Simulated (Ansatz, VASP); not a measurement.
# Cross-check of GaAs between VASP and Ansatz

Wanted: the spread between two codes on one cell, functional and k mesh. The cell is taken from a series of runs on this material, whose earlier steps may have relaxed, scaled, displaced or heated it; both programs get it as it stands.

Calculated with Ansatz 0.2.0; plane waves, with VASP 6.6.1 beside it; r2SCAN, spin-orbit coupling.

## Step 1: The starting structure

Symmetry: I-4m2, No. 119, tetragonal system. The conventional cell has a = 4.046 Å, b = 4.046 Å, c = 5.617 Å, α = 90.00°, β = 90.00°, γ = 90.00°. Nearest to Ga lie 4 As at 2.46 Å. Nearest to As lie 4 Ga at 2.46 Å. Farther neighbours are not listed.

## Step 2: Ansatz: single point, r2SCAN, spin-orbit coupling, pair 1

Ansatz runs on its PAW fully relativistic soft_1 files.

A single point takes one fixed geometry, so differences don't come from the geometry; what else differs is listed under the comparison.

Contents of input.yaml:

```yaml
crystal:
  lattice:
    - [0.0, 2.860801019, 2.8083983766]
    - [2.860801019, 0.0, 2.8083983766]
    - [2.860801019, 2.860801019, 0.0]
  atoms:
    - { symbol: Ga, position: [0.0, 0.0, 0.0] }
    - { symbol: As, position: [0.75, 0.75, 0.75] }
kpoints:
  mp_grid: { grid: [6, 6, 6] }
hamiltonian:
  xc: r2scan
  pseudopotentials: { kind: paw_fr, azcp: { folder: soft_1 } }
scf:
  occupations: { method: gaussian, width: 0.02 }
output:
  forces: true
  stress: true
  eigenvalues: true
magnetization:
  noncollinear: true
  spin_orbit: true
```

Started as:

```
$ ansatz run input.yaml --threads 4 --pin off --max-ram 16384MiB --backend cpu --events-out ev --progress --plain --runs-dir out
```

Numbers of over 12 decimals in the logs are rounded to 6 here.

The log of the run:

```text
Engine: ansatz 0.2.0, aarch64-unknown-linux-gnu
Pseudopotentials: kind: paw_fr
Pseudopotential: Ga, paw, valence charge 13, recommended cutoff 500 eV (meta_gga), soft_1/Ga.paw.azcp
Pseudopotential: As, paw, valence charge 15, recommended cutoff 500 eV (meta_gga), soft_1/As.paw.azcp
Functional definition: r2SCAN
  parameter k0 = 0.174
  parameter k1 = 0.065
  parameter a1 = 4.9479
  exchange = r2scan_x(k0 = k0, k1 = k1, a1 = a1)
  correlation = r2scan_c
non-collinear run that drives no moment, with spin-orbit: no starting moment large enough to seed its density (crystal.atoms[].spin), no starting occupations that ask for one, no magnetisation constraint and no magnetic field, so the semilocal B_xc is pinned to zero
Crystal: 2 atoms, lattice volume = 45.969 Å³
Basis set: ecut = 500 eV, 1195 PW (Γ), exchange–correlation on 120×120×120 points (64 copies of the dense FFT grid, shifted against one another)
Bands: 36, of which v1, the nominal top of the filled ones, is band 28 counted from 1 (27 counted from 0)
Symmetry: 8 space group operations + 8 with time reversal
Magnetic group: BNS 119.316 (UNI 976), of the structure as read, at distance tolerance 3.6e-5 Å
k-points: 30 of 216 (time reversal used)
Projection manifold: j_resolved (fully-relativistic pseudo-atomic orbitals)
Non-local potential: Ga, projectors of the file, resolved by j, l = 0: 2, l = 1: 4, l = 2: 6, l = 3: 2
Non-local potential: As, projectors of the file, resolved by j, l = 0: 2, l = 1: 4, l = 2: 6, l = 3: 2
PAW form: soft (Blöchl's): semilocal exchange-correlation on the pseudo side does not see the compensation charge
PAW frozen core: Ga, regenerated for the run's functional (the file was generated under x = pbe(κ = 0.804, μ = 0.219515), c = pbe(β = 0.066725))
PAW frozen core: As, regenerated for the run's functional (the file was generated under x = pbe(κ = 0.804, μ = 0.219515), c = pbe(β = 0.066725))
PAW one-centre angular grid: Ga, 590 points (default); XC on 224 Gauss nodes
PAW one-centre angular grid: As, 590 points (default); XC on 315 of its mesh's 2695 points in the sphere
Initial density: superposition of atomic densities (chi_scale 0.1, normalization cell, long waves kept (reshape's long-wave potential 0.00 eV rms))
Initial wavefunctions: pseudopotential atomic-orbital guess
Functional: x = r2scan, c = r2scan; τ floored in thin density (d = 2e-4 eV/Å³)
iter 1 solved again at ethr=2.03e-3 eV; its pass at ethr=3.10e-3 eV (dr2=5.67e-1 eV) is discarded
SCF iter   1: F=—  HF=-8650.273076 eV  |F-HF|=—  |Δ(HF+E_count)|=         —  Δρ=4.90e-2  dr2=5.71e-1  dr2_τ=1.34e-3  dr2_m=0.00e0 (ungated)  ethr=2.03e-3  |M|=0.00e0 ∫|m|=0.00e0 μB  |m|>n=0.0e0 m-floor=0.0e0 τ_xc=0.0e0  β_m=0.30  ⟨swp⟩=1.0  Hψ=6683  notcnv=0
preconditioner: auto → none  [insulator: Δε(μ)=0.547 eV  Ē_g=16.501 eV  σ=0.020 eV  W_gap=1.00  n_scr=14 (ndim 8)  ℏωp=23.2 eV  f_vac=0.002  D(μ)=0.00/eV (n_scr^D=0)  ε∞_Penn≈3.0]
SCF iter   2: F=—  HF=-8650.271562 eV  |F-HF|=—  |Δ(HF+E_count)|=   1.51e-3  Δρ=3.23e-2  dr2=2.43e-1  dr2_τ=3.13e-4  dr2_m=0.00e0 (ungated)  ethr=2.03e-3  |M|=0.00e0 ∫|m|=0.00e0 μB  |m|>n=0.0e0 m-floor=0.0e0 τ_xc=0.0e0  β_m=0.59  ⟨swp⟩=2.1  Hψ=1324  notcnv=0
SCF iter   3: F=—  HF=-8650.278440 eV  |F-HF|=—  |Δ(HF+E_count)|=   6.88e-3  Δρ=6.51e-3  dr2=1.09e-2  dr2_τ=4.04e-5  dr2_m=0.00e0 (ungated)  ethr=8.68e-4  |M|=0.00e0 ∫|m|=0.00e0 μB  |m|>n=0.0e0 m-floor=0.0e0 τ_xc=0.0e0  β_m=0.51  ⟨swp⟩=3.5  Hψ=1876  notcnv=0
SCF iter   4: F=—  HF=-8650.272009 eV  |F-HF|=—  |Δ(HF+E_count)|=   6.43e-3  Δρ=8.40e-4  dr2=1.00e-4  dr2_τ=1.19e-6  dr2_m=0.00e0 (ungated)  ethr=3.89e-5  |M|=0.00e0 ∫|m|=0.00e0 μB  |m|>n=0.0e0 m-floor=0.0e0 τ_xc=0.0e0  β_m=0.55  ⟨swp⟩=3.0  Hψ=2045  notcnv=0  defer=16
SCF iter   5: F=—  HF=-8650.272073 eV  |F-HF|=—  |Δ(HF+E_count)|=   6.33e-5  Δρ=3.48e-4  dr2=1.94e-5  dr2_τ=1.39e-7  dr2_m=0.00e0 (ungated)  ethr=3.58e-7  |M|=0.00e0 ∫|m|=0.00e0 μB  |m|>n=0.0e0 m-floor=0.0e0 τ_xc=0.0e0  β_m=0.63  ⟨swp⟩=2.0  Hψ=1904  notcnv=0  defer=16
SCF iter   6: F=—  HF=-8650.272091 eV  |F-HF|=—  |Δ(HF+E_count)|=   1.80e-5  Δρ=6.37e-5  dr2=1.14e-6  dr2_τ=3.76e-9  dr2_m=0.00e0 (ungated)  ethr=6.93e-8  |M|=0.00e0 ∫|m|=0.00e0 μB  |m|>n=0.0e0 m-floor=0.0e0 τ_xc=0.0e0  β_m=0.71  ⟨swp⟩=2.2  Hψ=1406  notcnv=0  defer=16
SCF iter   7: F=-8650.272091 eV  HF=-8650.272091 eV  |F-HF|=3.48e-8  |Δ(HF+E_count)|=   6.38e-7  Δρ=1.06e-5  dr2=5.17e-8  dr2_τ=4.45e-10  dr2_m=0.00e0 (ungated)  ethr=3.57e-10  |M|=0.00e0 ∫|m|=0.00e0 μB  |m|>n=0.0e0 m-floor=0.0e0 τ_xc=0.0e0  ⟨swp⟩=6.8  Hψ=4899  notcnv=0
SCF 1 converged in 7 iterations: F = -8650.272091 eV  dr2 = 5.17e-8
  greatest PAW one-centre occupation: 0.999 electrons in one spin orbital (limit 2), on the As atom at site 1 (counted from 0), in its partial waves of l = 2
SCF converged after 7 iterations
Magnetization: |M| = 0.0000 μB,  M = (+0.0000, +0.0000, +0.0000) μB
Absolute magnetization: 0.0000 μB (∫|m|)
  site 0: m = (+0.0000, +0.0000, +0.0000) μB, |m| = 0.0000 μB  (R = 1.02 Å)
  site 1: m = (+0.0000, +0.0000, +0.0000) μB, |m| = 0.0000 μB  (R = 1.02 Å)
Free energy (F): -8650.272091 eV
Harris-Foulkes:  -8650.272091 eV  (|F-HF|=3.48e-8)
Internal energy: -8650.272091 eV  (E = F + TS)
E sigma→0 (E₀):  -8650.272091 eV
Fermi energy:    7.966343 eV
--- Per-component energies (eV) ---
  E_band       = -343.744371
  E_kinetic    = 208.544254
  E_local      = -3686.283179  (includes V_loc(G=0)·N_el)
  E_nonlocal   = -483.616589
  E_hartree    = 2146.244289
  E_xc         = -123.361446
  E_vxc        = -135.650926  (∫ρ·V_xc dr)
  E_paw        = -4026.397131  (= ΣΔE_a)
  E_vpaw       = -546.340598  (= ΣTr[D̂ρ^β])
  E_aug_tail   = 0.000056  (compensation charges beyond the density's cutoff)
  E_vtau       = 7.112882  (kinetic-family band-sum trace: ∫τ·v_τ [+ j·A + Jᵃ·Aᵃ] dr)
  E_ewald      = -2683.323164
  E_core_change = -2.079182  (= ΣΔE_core)
  E_smearing   = -0.000000  (= −TS)
  E_closure    = -0.000000  (closes the sum)
  Σ components = -8650.272091   (vs F -8650.272091, Δ=0.00e0)
--- Forces (eV/Å), atoms counted from 1 ---
  atom   1  Ga     0.00000000     0.00000000     0.00000000
  atom   2  As     0.00000000    -0.00000000     0.00000000
  max |Σ_I F_I| component: 2.08e-17 eV/Å
--- Stress (GPa, compression-positive) ---
       -1.212269       0.000000      -0.000000
        0.000000      -1.212269       0.000000
        0.000000       0.000000      -0.002746
  P = ⅓ Tr σ = -0.8091 GPa (-8.091 kbar)
--- Band table (eV; the first three rows and the last of 30) ---
  k-point 0: bands = [... 24 lower, 7.5235, 7.5235, 7.6012, 7.6012, 8.3315, 8.3315, 11.3724, 11.3724, ... 4 higher]
  k-point 1: bands = [... 24 lower, 6.9548, 6.9565, 7.1822, 7.1857, 9.3992, 9.4001, 11.9822, 11.9893, ... 4 higher]
  k-point 2: bands = [... 24 lower, 6.3916, 6.3923, 6.6329, 6.6356, 8.9881, 8.9886, 12.4292, 12.4293, ... 4 higher]
  k-point 29: bands = [... 24 lower, 4.6129, 4.6129, 4.6960, 4.6960, 9.1655, 9.1655, 9.2955, 9.2955, ... 4 higher]
```

The run ends at a pressure of -0.81 GPa.

## Step 3: VASP: single point, r2SCAN, spin-orbit coupling, pair 1

The same cell, functional, mesh and smearing now go to VASP, with its own data sets.

Lines of VASP's logs that name or quote its potential files are left out, and so is its time.

Contents of INCAR:

```
SYSTEM = GaAs
PREC = Accurate
ENCUT = 550
EDIFF = 1E-06
NELM = 200
ISMEAR = 0
SIGMA = 0.02
LREAL = .FALSE.
ALGO = Normal
METAGGA = R2SCAN
LASPH = .TRUE.
LNONCOLLINEAR = .TRUE.
MAGMOM = 0 0 0 0 0 0
NBANDS = 30
GGA_COMPAT = .FALSE.
LSORBIT = .TRUE.
LORBIT = 11
LWAVE = .FALSE.
LCHARG = .FALSE.
ISIF = 2
EFERMI = MIDGAP
LMIXTAU = .TRUE.
KPAR = 2
```

Contents of POSCAR:

```
GaAs
1.0
    0.0000000000      2.8608010190      2.8083983766
    2.8608010190      0.0000000000      2.8083983766
    2.8608010190      2.8608010190      0.0000000000
Ga As
1 1
Direct
    0.0000000000      0.0000000000      0.0000000000
    0.7500000000      0.7500000000      0.7500000000
```

Contents of KPOINTS:

```
Automatic mesh
0
Gamma
6 6 6
0 0 0
```

The projector-augmented-wave data sets are Ga_d and As (PBE family, release 64).

Started as:

```
$ mpirun -np 2 vasp_ncl
```

The log of the run:

```text
[banner, memory and clock lines left out]
running    2 mpi-ranks, on    1 nodes
 distrk:  each k-point on    1 cores,    2 groups
 distr:  one band on    1 cores,    1 groups

 POSCAR found type information on POSCAR GaAs
 POSCAR found :  2 types and       2 ions
|                                                                             |
|               ----> ADVICE to this user running VASP <----                  |
|                                                                             |
|     You enforced a specific xc type in the INCAR file but a different       |
|     [... a line on the potential file left out ...]
|     I HOPE YOU KNOW WHAT YOU ARE DOING!                                     |
|                                                                             |

 LDA part: xc-table for (None), standard interpolation
 POSCAR, INCAR and KPOINTS ok, starting setup
 FFT: planning ... GRIDC
 FFT: planning ... GRID_SOFT
 FFT: planning ... GRID
 WAVECAR not read
 entering main loop
       N       E                     dE             d eps       ncg     rms          rms(c)
DAV:   1     0.119690883856E+03    0.11969E+03   -0.88337E+03  2730   0.177E+03
DAV:   2    -0.102747943814E+02   -0.12997E+03   -0.12283E+03  2624   0.481E+02
DAV:   3    -0.284892534563E+02   -0.18214E+02   -0.17990E+02  2888   0.122E+02
DAV:   4    -0.291276758152E+02   -0.63842E+00   -0.63730E+00  2970   0.249E+01
DAV:   5    -0.291380277562E+02   -0.10352E-01   -0.10350E-01  2782   0.317E+00    0.314E+00
DAV:   6    -0.270029358211E+02    0.21351E+01   -0.54571E-01  3180   0.151E+01    0.190E+00
DAV:   7    -0.269905456159E+02    0.12390E-01   -0.30180E-01  2644   0.670E+00    0.859E-01
DAV:   8    -0.270216261502E+02   -0.31081E-01   -0.14658E-01  2502   0.489E+00    0.367E-01
DAV:   9    -0.268401135050E+02    0.18151E+00   -0.24505E-01  2508   0.453E+00    0.294E-01
DAV:  10    -0.269348972442E+02   -0.94784E-01   -0.88952E-02  2460   0.277E+00    0.945E-02
DAV:  11    -0.270493367439E+02   -0.11444E+00   -0.59512E-02  2460   0.198E+00    0.587E-02
DAV:  12    -0.270424884902E+02    0.68483E-02   -0.35438E-03  3070   0.608E-01    0.371E-02
DAV:  13    -0.270492339118E+02   -0.67454E-02   -0.23675E-03  2610   0.496E-01    0.266E-02
DAV:  14    -0.270497826518E+02   -0.54874E-03   -0.25850E-04  3110   0.164E-01    0.654E-03
DAV:  15    -0.270499604668E+02   -0.17782E-03   -0.94051E-05  2574   0.103E-01    0.753E-03
DAV:  16    -0.270499717494E+02   -0.11283E-04   -0.10283E-05  3008   0.368E-02    0.371E-03
DAV:  17    -0.270499760451E+02   -0.42957E-05   -0.33069E-06  2312   0.221E-02    0.155E-03
DAV:  18    -0.270499789226E+02   -0.28775E-05   -0.71053E-07  2400   0.105E-02    0.793E-04
DAV:  19    -0.270499790618E+02   -0.13918E-06   -0.32487E-08  1602   0.215E-03
   1 F= -.27049979E+02 E0= -.27049979E+02  d E =-.226426-138  mag=    -0.0000     0.0000     0.0000
```

Parts of OUTCAR (step 3):

```text
ion  position               nearest neighbor table
   1  0.000  0.000  0.000-   2 2.46   2 2.46   2 2.46   2 2.46
   2  0.750  0.750  0.750-   1 2.46   1 2.46   1 2.46   1 2.46

  LATTYP: Found a body centered tetragonal cell.
 ALAT       =     4.0457836003
 C/A-ratio  =     1.3883087451

 Subroutine GETGRP returns: Found  8 space group operations
 (whereof  8 operations were pure point group operations)

The static configuration has the point symmetry D_2d.

 Found     41 irreducible k-points:

   k-points           NKPTS =     41   k-points in BZ     NKDIM =     41   number of bands    NBANDS=     30

   dimension x,y,z NGX =    32 NGY =   32 NGZ =   32
   dimension x,y,z NGXF=    64 NGYF=   64 NGZF=   64

   ENCUT  =  550.0 eV  40.42 Ry    6.36 a.u.   7.67  7.67  7.74*2*pi/ulx,y,z

   NELECT =      18.0000    total number of electrons

 k-points in reciprocal lattice and weights: Automatic mesh
   0.00000000  0.00000000  0.00000000       0.005
   0.16666667  0.00000000  0.00000000       0.019
  -0.16666667  0.00000000  0.00000000       0.019
   0.33333333  0.00000000  0.00000000       0.019
  -0.33333333 -0.00000000  0.00000000       0.019
   0.50000000  0.00000000  0.00000000       0.019
   0.16666667  0.16666667  0.00000000       0.009
   0.33333333  0.16666667  0.00000000       0.019
  -0.33333333 -0.16666667  0.00000000       0.019
[...]
0.50000000  0.00000000  0.50000000       0.009
  -0.33333333  0.16666667  0.50000000       0.019

 average (electrostatic) potential at core
       1 -71.4015       2 -55.0443

 E-fermi :   4.0254

 k-point     1 :       0.0000    0.0000    0.0000
  band No.  band energies     occupation
    ...
     14       3.2988      1.00000
     15       3.5954      1.00000
     16       3.5954      1.00000
     17       3.6732      1.00000
     18       3.6732      1.00000
     19       4.3775      0.00000
     20       4.3775      0.00000
     21       7.4306      0.00000
     22       7.4306      0.00000
     23       7.6032      0.00000
    ...

 k-point     2 :       0.1667    0.0000    0.0000
  band No.  band energies     occupation
    ...
     14       0.8306      1.00000
     15       3.0261      1.00000
     16       3.0278      1.00000
     17       3.2536      1.00000
     18       3.2571      1.00000
     19       5.4529      0.00000
     20       5.4538      0.00000
     21       8.0402      0.00000
     22       8.0474      0.00000
     23       8.1706      0.00000
    ...

 k-point     3 :      -0.1667    0.0000    0.0000
  band No.  band energies     occupation
    ...
     14       0.8306      1.00000
     15       3.0261      1.00000
     16       3.0278      1.00000
     17       3.2536      1.00000
     18       3.2571      1.00000
     19       5.4529      0.00000
     20       5.4538      0.00000
     21       8.0402      0.00000
     22       8.0474      0.00000
     23       8.1706      0.00000
    ...

  Total       -0.3139709     -0.3139709      0.0377992      0.0000000      0.0000000      0.0000000
  in kB      -10.9429892    -10.9429892      1.3174363      0.0000000      0.0000000      0.0000000
  external PRESSURE =      -6.8561807 kB  Pullay stress =       0.0000000 kB

  energy-cutoff  :      550.00
  volume of cell :       45.97
      direct lattice vectors                 reciprocal lattice vectors
     0.000000000  2.860801019  2.808398377    -0.174776224  0.174776224  0.178037420
     2.860801019  0.000000000  2.808398377     0.174776224 -0.174776224  0.178037420
     2.860801019  2.860801019  0.000000000     0.174776224  0.174776224 -0.178037420

 POSITION                                       TOTAL-FORCE (eV/Angst)
 -----------------------------------------------------------------------------------
      0.00000      0.00000      0.00000         0.000000      0.000000     -0.000000
      4.29120      4.29120      4.21260        -0.000000     -0.000000      0.000000
 -----------------------------------------------------------------------------------
    total drift:                                0.000000      0.000000      0.000001

  FREE ENERGIE OF THE ION-ELECTRON SYSTEM (eV)
  ---------------------------------------------------
  free  energy   TOTEN  =       -27.0499790618 eV

  energy  without entropy=      -27.0499790618  energy(sigma->0) =      -27.04997906

 Spin-Orbit-Coupling matrix elements
 Ion:    1  E_soc:     -0.0112839
 Ion:    2  E_soc:     -0.0228017

 total charge
# of ion       s       p       d       tot
------------------------------------------
    1        0.844   0.780   9.996  11.620
    2        1.202   1.631   0.031   2.864
--------------------------------------------------
tot          2.046   2.411  10.027  14.484

 magnetization (x)
# of ion       s       p       d       tot
------------------------------------------
    1        0.000   0.000   0.000   0.000
    2       -0.000   0.000  -0.000   0.000
--------------------------------------------------
tot         -0.000   0.000   0.000   0.000

 magnetization (y)
# of ion       s       p       d       tot
------------------------------------------
    1        0.000   0.000   0.000   0.000
    2        0.000  -0.000   0.000  -0.000
--------------------------------------------------
tot          0.000  -0.000   0.000  -0.000

 magnetization (z)
# of ion       s       p       d       tot
------------------------------------------
    1       -0.000   0.000   0.000   0.000
    2        0.000   0.000   0.000   0.000
--------------------------------------------------
tot         -0.000   0.000   0.000   0.000

[... 3 further parts left out ...]
```

The run ends at a pressure of -0.69 GPa.

## Step 4: Comparison

Known differences besides the potentials themselves: spin-orbit coupling enters by fully relativistic files in Ansatz and inside the spheres in VASP; VASP keeps PBE cores, Ansatz makes them for the functional; the data sets hold 28 valence electrons in Ansatz (on its PAW fully relativistic soft_1 files) and 18 in VASP; the cutoff is 500 eV in Ansatz and 550 eV in VASP. Total energies have different zeros and are not compared.

Compared:

```
              quantity  Ansatz   VASP  difference
        pressure (GPa)   -0.81  -0.69       -0.12
gap on the k mesh (eV)   0.730  0.704      +0.026
```

A gap on the mesh is an upper bound, since the band edges may lie between its points.

(Part 1 of 2 ends here.)

[Lines on the potential files, build, host, timing and source positions are cut from VASP's logs without a mark.]

[Logs are printed without paths, hosts, clocks, repeated set-up lines and the standing remarks that a program may print on its own settings, such as how far it seeks lower states.]

[Hosts, paths, dates, database ids (printed as entryN), source tags and the programs' standing remarks are cut or masked in the printed files.]
